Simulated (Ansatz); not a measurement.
HgTe (space group F-43m) relaxed with several functionals in Ansatz (plane waves to 420 eV, scalar-relativistic PAW, no spin-orbit coupling, symmetry kept). The database cell has 33.22 Å³/atom; its temperature or method isn't stated, so the comparison with it is no error of the functional. No moments.

```csv
functional,conventional cell,V (Å³/atom),against the database cell (%),gap on mesh (eV),largest moment (μB)
PBE,"a = 6.653 Å, b = 6.653 Å, c = 6.653 Å, α = 90.00°, β = 90.00°, γ = 90.00°",36.81,10.8,0.00,0.00
PBEsol,"a = 6.510 Å, b = 6.510 Å, c = 6.510 Å, α = 90.00°, β = 90.00°, γ = 90.00°",34.48,3.8,0.00,0.00
PBE+D3(BJ),"a = 6.546 Å, b = 6.546 Å, c = 6.546 Å, α = 90.00°, β = 90.00°, γ = 90.00°",35.05,5.5,0.00,0.00
```